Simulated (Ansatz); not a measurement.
# GeS (Pnma): band structure from a Python script

Does GeS (Pnma) have a gap, and where are its band edges? Aim: a band structure, for GeS (Pnma), run from a script.

All numbers are computed with the Python package of Ansatz 0.2.0. Level of theory: DFT r2SCAN, plane waves, norm-conserving potentials.

## 1. The system

It takes space group Pnma (No. 62, orthorhombic). Conventional cell: a = 10.481 Å, b = 3.646 Å, c = 4.299 Å, α = 90.00°, β = 90.00°, γ = 90.00°. Ge (site symmetry m) is surrounded by 3 S at 2.44 to 2.45 Å. S (site symmetry m) is surrounded by 3 Ge at 2.44 to 2.45 Å.

The script holds or builds the structure itself.

## 2. The code

Contents of ges.py:

```python
import logging
import sys

import ansatz as az
import matplotlib.pyplot as plt
import numpy as np

logging.basicConfig(stream=sys.stdout, format="%(levelname)s %(message)s")
log = logging.getLogger("ges")
log.setLevel(logging.INFO)


def main() -> None:
    vectors = np.array([
        [10.481, 0.0, 0.0],
        [0.0, 3.646, 0.0],
        [0.0, 0.0, 4.299],
    ])
    xtal = (
        az.Lattice.of(vectors)
        .atom("Ge", (0.1221, 0.25, 0.1277))
        .atom("Ge", (0.3779, 0.75, 0.6277))
        .atom("Ge", (0.6221, 0.25, 0.3723))
        .atom("Ge", (0.8779, 0.75, 0.8723))
        .atom("S", (0.8495, 0.25, 0.5023))
        .atom("S", (0.6505, 0.75, 0.0023))
        .atom("S", (0.3495, 0.25, 0.9977))
        .atom("S", (0.1505, 0.75, 0.4977))
    )

    path = [
        ("G", (0.0, 0.0, 0.0)),
        ("X", (0.5, 0.0, 0.0)),
        ("S", (0.5, 0.5, 0.0)),
        ("Y", (0.0, 0.5, 0.0)),
        ("G", (0.0, 0.0, 0.0)),
    ]
    base = (
        xtal.calculation()
        .functional("r2SCAN")
        .pseudopotentials("nc")
        .kpoints(spacing=0.27)
        .occupations("fixed")
        .mixing("msr1", ndim=8, beta=0.2)
        .eigensolver("davidson", mixed_precision=False)
        .scf(tolerance=1e-05, self_checks="high")
        .band_structure([point for _, point in path], intervals=8)
        .scf(extra_bands=6)
    )
    def show(event):
        row = event["data"]
        if event["event"] == "scf_iter" and row.get("harris_foulkes_ev") is not None:
            log.info(f"  iteration {row['iter']:3d}  Harris-Foulkes {row['harris_foulkes_ev']:.5f} eV  residual {row['dr2_ev']:.2e}")


    res = base.session().plan().execute(on_event=show)
    rep = res.report

    n_atoms = len(rep["lattice"]["sites"])
    print("F =", round(rep["free_energy_ev"], 4), "eV for", n_atoms, "atoms")
    print("E(sigma -> 0) =", round(rep["energy_sigma0_ev"], 4), "eV, TS =", round(rep["entropy_ts_ev"], 5), "eV")
    print("closed by", rep["closed_by"], "after", rep["n_iterations"], "iterations")

    bands = res.band_structure()
    fermi = bands.fermi_energy_ev
    log.info(f"zero of the bands: {fermi:.3f} eV, the Fermi level found on the SCF mesh")
    reciprocal = 2 * np.pi * np.linalg.inv(res.lattice.cell_ang).T
    steps = np.linalg.norm(np.diff(bands.kpoints_frac @ reciprocal, axis=0), axis=1)
    distance = np.concatenate([[0], np.cumsum(steps)])
    fig, ax = plt.subplots(figsize=(5, 4))
    for channel, colour in zip(bands.channels, ("C0", "C3")):
        ax.plot(distance, channel.eigenvalues_ev - fermi, colour, lw=1)
    ax.set_xticks(distance[::8], [label for label, _ in path])
    ax.set(ylim=(-6, 6), ylabel="E - E_F (eV)", xlim=(0, distance[-1]))
    ax.grid(axis="x")
    fig.savefig("bands.png", dpi=100)
    first = bands.channels[0].eigenvalues_ev - fermi
    near = np.argsort(np.abs(first.mean(axis=0)))[:4]
    for band in sorted(near):
        log.info(f"band {band + 1}: {first[:, band].min():.3f} to {first[:, band].max():.3f} eV")


if __name__ == "__main__":
    main()
```

## 3. What the engine is handed

The package turns the script's settings into the engine's input:

```yaml
crystal:
  lattice:
    - [10.481, 0.0, 0.0]
    - [0.0, 3.646, 0.0]
    - [0.0, 0.0, 4.299]
  atoms:
    - { symbol: Ge, position: [0.1221, 0.25, 0.1277] }
    - { symbol: Ge, position: [0.3779, 0.75, 0.6277] }
    - { symbol: Ge, position: [0.6221, 0.25, 0.3723] }
    - { symbol: Ge, position: [0.8779, 0.75, 0.8723] }
    - { symbol: S, position: [0.8495, 0.25, 0.5023] }
    - { symbol: S, position: [0.6505, 0.75, 0.0023] }
    - { symbol: S, position: [0.3495, 0.25, 0.9977] }
    - { symbol: S, position: [0.1505, 0.75, 0.4977] }
kpoints:
  mp_grid:
    kspacing: 0.27
  band_path:
    path:
      - [0.0, 0.0, 0.0]
      - [0.5, 0.0, 0.0]
      - [0.5, 0.5, 0.0]
      - [0.0, 0.5, 0.0]
      - [0.0, 0.0, 0.0]
    npoints: 8
hamiltonian:
  xc: r2scan
  pseudopotentials:
    kind: nc
scf:
  n_extra_bands: 6
  self_checks: high
  convergence:
    dr2_threshold: 1.0e-05
  mixing:
    algorithm: msr1
    beta: 0.2
    ndim: 8
  occupations:
    method: fixed
  eigensolver:
    kind: davidson
    mixed_precision: false
```

## 4. Launch

Command:

```sh
python ges.py
```

The log of the run:

```text
DeckWarning: basis.ecutwfc = 1230 eV, auto-derived from the records' recommended cutoffs: set by Ge (normal level)
INFO   iteration   1  Harris-Foulkes -10527.49097 eV  residual 1.32e+00
INFO   iteration   2  Harris-Foulkes -10527.53393 eV  residual 8.93e-01
INFO   iteration   3  Harris-Foulkes -10527.56793 eV  residual 1.87e-02
INFO   iteration   4  Harris-Foulkes -10527.56711 eV  residual 1.78e-03
INFO   iteration   5  Harris-Foulkes -10527.56796 eV  residual 7.60e-05
INFO   iteration   6  Harris-Foulkes -10527.56802 eV  residual 4.75e-06
F = -10527.568 eV for 8 atoms
E(sigma -> 0) = -10527.568 eV, TS = 0.0 eV
closed by deck_thresholds after 6 iterations
INFO zero of the bands: 7.784 eV, the Fermi level found on the SCF mesh
INFO band 37: -2.071 to -1.537 eV
INFO band 38: -2.071 to -0.874 eV
INFO band 39: -1.547 to -0.319 eV
INFO band 40: -1.547 to -0.001 eV
```

(Warnings from the package without file and line.)

Wall time 3.5 min (1 thread of Arm Neoverse V2, shared host); peak memory 1.2 GiB.

Lines on the test bed's own set-up are left out of the output.

## 5. Size and end state of the run

From the engine's report, whether the script printed it or not:

| item | value |
| --- | --- |
| SCF cycles in all | 6 |
| k-points solved | 32 |
| plane waves | 16111 |
| bands | 46 |
| valence electrons | 80 |
| free energy (eV) | -10527.56802 |
| Fermi level (eV) | 7.784 |
| lowest empty less highest filled level on the mesh, by band count (eV) | 1.324 |

## 6. Band structure

The run's results hold a band table, bands.tsv.

From bands.tsv, the levels nearest the gap at the path's corners, in eV from the valence-band top:

| point | band 37 | band 38 | band 39 | band 40 | band 41 | band 42 | band 43 | band 44 |
| --- | --- | --- | --- | --- | --- | --- | --- | --- |
| Γ | -1.83 | -0.91 | -0.88 | 0.00 | 1.33 | 2.84 | 3.11 | 3.40 |
| X | -2.07 | -2.07 | -0.39 | -0.39 | 2.67 | 2.67 | 2.91 | 2.91 |
| S | -1.55 | -1.55 | -1.55 | -1.55 | 2.12 | 2.12 | 2.12 | 2.12 |
| Y | -1.54 | -1.54 | -1.16 | -1.16 | 1.83 | 1.83 | 1.91 | 1.91 |
| Γ | -1.83 | -0.91 | -0.88 | 0.00 | 1.33 | 2.84 | 3.11 | 3.40 |

Highest filled and lowest empty level along the path:

```
distance (1/Å)  highest filled (eV)  lowest empty (eV)
          0.00                 0.00               1.33
          0.15                -0.10               1.97
          0.30                -0.39               2.67
          0.73                -0.48               2.11
          1.16                -1.55               2.12
          1.31                -1.34               1.95
          1.46                -1.16               1.83
          1.89                -0.37               1.81
          2.32                 0.00               1.33
```

## 7. Outcome

| quantity | value |
| --- | --- |
| free energy | -10527.5680 eV (-1315.9460 eV/atom) |
| gap on the path | 1.33 eV, direct |
| valence top / conduction bottom | at Γ / at Γ |

**Reading.** The path gives a gap of 1.33 eV, direct (valence top at Γ, conduction bottom at Γ); points off the path could narrow it. Semilocal functionals usually give gaps below the measured ones. Such functionals run on norm-conserving files made under PBE, which can move pressures by some GPa. The computed bands are complete only to about 2.8 eV above the Fermi level. The Fermi level of a run with fixed occupations marks the highest occupied state on its mesh, not mid-gap. Gaps and levels are Kohn-Sham values on a finite set of k-points, without spin-orbit coupling.
